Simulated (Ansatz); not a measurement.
**O started in the second kind of void in rutile TiO2, 73 atoms, charge −1**

How does the host give way around this defect, what does it cost to form, and which levels does it put into the gap? The levels of theory are PBEsol.

Program: Ansatz 0.2.0, PAW, plane waves. These are calculated values, not measurements.

1 further run of the same task is left out (for a known fault of the program).

**1. The starting cell**

73 atoms (24 Ti, 49 O); a = 9.183 Å, b = 9.183 Å, c = 8.817 Å, α = 90.00°, β = 90.00°, γ = 90.00°. All atoms were shaken off their sites by about 0.02 Å along each axis. Defect site 1: (0.750, 0.500, 0.417). Starting moments add up to 1 μB.

Plan of the steps: (2) PBEsol relaxation at the single k point (¼, ¼, ¼), on 1 × NVIDIA GB200 with 8 threads of Arm Neoverse-V2.

**2. Relaxation of the positions (PBEsol)**

in.yaml reads:

```yaml
crystal:
  lattice:
    - [9.182828, 0.000000, 0.000000]
    - [0.000000, 9.182828, 0.000000]
    - [0.000000, 0.000000, 8.816612]
  atoms:
    - { symbol: Ti, position: [0.001168, 0.001235, 0.001419] }
    - { symbol: Ti, position: [0.999743, 0.000075, 0.333864] }
    - { symbol: Ti, position: [0.000513, 0.003235, 0.670467] }
    - { symbol: Ti, position: [0.999823, 0.497618, 0.002016] }
    - { symbol: Ti, position: [0.001453, 0.497949, 0.333847], spin: 0.125 }
    - { symbol: Ti, position: [0.001054, 0.501826, 0.666220] }
    - { symbol: Ti, position: [0.499379, 0.000021, 0.002323] }
    - { symbol: Ti, position: [0.500207, 0.002792, 0.336306] }
    - { symbol: Ti, position: [0.497825, 0.999605, 0.667155] }
    - { symbol: Ti, position: [0.502302, 0.499592, 0.997490] }
    - { symbol: Ti, position: [0.500802, 0.501488, 0.335837], spin: 0.125 }
    - { symbol: Ti, position: [0.500746, 0.501544, 0.665344] }
    - { symbol: Ti, position: [0.247780, 0.249241, 0.164768] }
    - { symbol: Ti, position: [0.251229, 0.250051, 0.501422] }
    - { symbol: Ti, position: [0.246459, 0.250427, 0.830704] }
    - { symbol: Ti, position: [0.251829, 0.752935, 0.170121] }
    - { symbol: Ti, position: [0.251557, 0.752361, 0.504267] }
    - { symbol: Ti, position: [0.250439, 0.748951, 0.836499] }
    - { symbol: Ti, position: [0.750660, 0.252298, 0.171501] }
    - { symbol: Ti, position: [0.749612, 0.254444, 0.495450], spin: 0.125 }
    - { symbol: Ti, position: [0.750646, 0.250523, 0.831834] }
    - { symbol: Ti, position: [0.748976, 0.748802, 0.163251] }
    - { symbol: Ti, position: [0.748922, 0.755185, 0.502613] }
    - { symbol: Ti, position: [0.750687, 0.749957, 0.829742] }
    - { symbol: O, position: [0.151150, 0.149474, 0.999665] }
    - { symbol: O, position: [0.154418, 0.152687, 0.330494] }
    - { symbol: O, position: [0.149431, 0.152568, 0.663343] }
    - { symbol: O, position: [0.148460, 0.655195, 0.002789] }
    - { symbol: O, position: [0.152991, 0.650180, 0.334187] }
    - { symbol: O, position: [0.153251, 0.649060, 0.661412] }
    - { symbol: O, position: [0.656480, 0.152544, 0.003683] }
    - { symbol: O, position: [0.651429, 0.151488, 0.336223] }
    - { symbol: O, position: [0.651527, 0.150980, 0.667435] }
    - { symbol: O, position: [0.654032, 0.652625, 0.000163] }
    - { symbol: O, position: [0.649505, 0.650588, 0.332766], spin: 0.125 }
    - { symbol: O, position: [0.650708, 0.652838, 0.664213] }
    - { symbol: O, position: [0.352825, 0.351034, 0.997217] }
    - { symbol: O, position: [0.350202, 0.351183, 0.331224] }
    - { symbol: O, position: [0.349394, 0.344993, 0.668073] }
    - { symbol: O, position: [0.347922, 0.851200, 0.998527] }
    - { symbol: O, position: [0.346945, 0.850031, 0.333391] }
    - { symbol: O, position: [0.347361, 0.847378, 0.667294] }
    - { symbol: O, position: [0.847830, 0.347350, 0.999042] }
    - { symbol: O, position: [0.848410, 0.349576, 0.330937], spin: 0.125 }
    - { symbol: O, position: [0.846547, 0.346177, 0.670888] }
    - { symbol: O, position: [0.845405, 0.844222, 0.998159] }
    - { symbol: O, position: [0.845152, 0.849150, 0.333202] }
    - { symbol: O, position: [0.848296, 0.846839, 0.664652] }
    - { symbol: O, position: [0.099216, 0.405115, 0.165907] }
    - { symbol: O, position: [0.093860, 0.400313, 0.500266] }
    - { symbol: O, position: [0.093979, 0.405308, 0.837336] }
    - { symbol: O, position: [0.097245, 0.906727, 0.167988] }
    - { symbol: O, position: [0.097530, 0.902162, 0.499955] }
    - { symbol: O, position: [0.099079, 0.904066, 0.830357] }
    - { symbol: O, position: [0.598924, 0.401073, 0.168590] }
    - { symbol: O, position: [0.596547, 0.404000, 0.497963], spin: 0.125 }
    - { symbol: O, position: [0.599951, 0.401003, 0.834599] }
    - { symbol: O, position: [0.600670, 0.900911, 0.161759] }
    - { symbol: O, position: [0.597571, 0.901111, 0.502114] }
    - { symbol: O, position: [0.595371, 0.903299, 0.836075] }
    - { symbol: O, position: [0.402949, 0.096365, 0.163708] }
    - { symbol: O, position: [0.397846, 0.097232, 0.498125] }
    - { symbol: O, position: [0.400307, 0.098663, 0.834083] }
    - { symbol: O, position: [0.403347, 0.600472, 0.165769] }
    - { symbol: O, position: [0.402843, 0.599756, 0.500272] }
    - { symbol: O, position: [0.401086, 0.597039, 0.835125] }
    - { symbol: O, position: [0.900794, 0.094306, 0.165374] }
    - { symbol: O, position: [0.898574, 0.095568, 0.499655] }
    - { symbol: O, position: [0.902221, 0.096094, 0.829912] }
    - { symbol: O, position: [0.902460, 0.597618, 0.168847] }
    - { symbol: O, position: [0.899835, 0.594977, 0.497507], spin: 0.125 }
    - { symbol: O, position: [0.903528, 0.596551, 0.830223] }
    - { symbol: O, position: [0.747801, 0.500439, 0.415382], spin: 0.125 }
  symmetry: { detect: false }
kpoints:
  mp_grid: { grid: [1, 1, 1], shift: [0.25, 0.25, 0.25] }
hamiltonian:
  xc: pbesol
total_charge: -1
magnetization:
  spin_polarized: true
scf:
  occupations: { method: fermi_dirac, width: 0.01 }
relax:
  f_tol: 0.03
  max_steps: 80
  escape_saddle: false
  adjacent_minimum: "off"
output:
  forces: true
  eigenvalues: true
  populations: true
  charged_corrections: { epsilon: 100 }
```

Command:

```
$ ansatz run in.yaml --threads 8 --pin off --max-ram 118750MiB --runs-dir r --events-out ev --progress --plain --backend cuda --devices 0, --max-vram 170GiB
```

Q: Predict the outcome of this session. Wanted: for each run, formation energy; host gap; top filled to lowest empty; moment.

As calculated:

```
             level        time  formation energy (eV)  host gap (eV)  top filled to lowest empty (eV)  moment (μB)
PBEsol, relaxation  15 s (GPU)                   3.42           1.83                             1.04         1.00
```

| quantity | value |
| --- | --- |
| relaxation | 13 recorded steps, 5.74 eV gained |
| largest shift | 0.73 Å (O71) |
| largest local moment | +0.46 μB on O |

The relaxation lowers the energy by 5.74 eV; the largest shift is 0.73 Å (O71). The host's edges were read at Γ, so band-like levels at this k point need not coincide with them. Finite-cell errors of some tenths of an eV remain in such numbers. The dielectric constant of 100 in the correction is an assumed value.
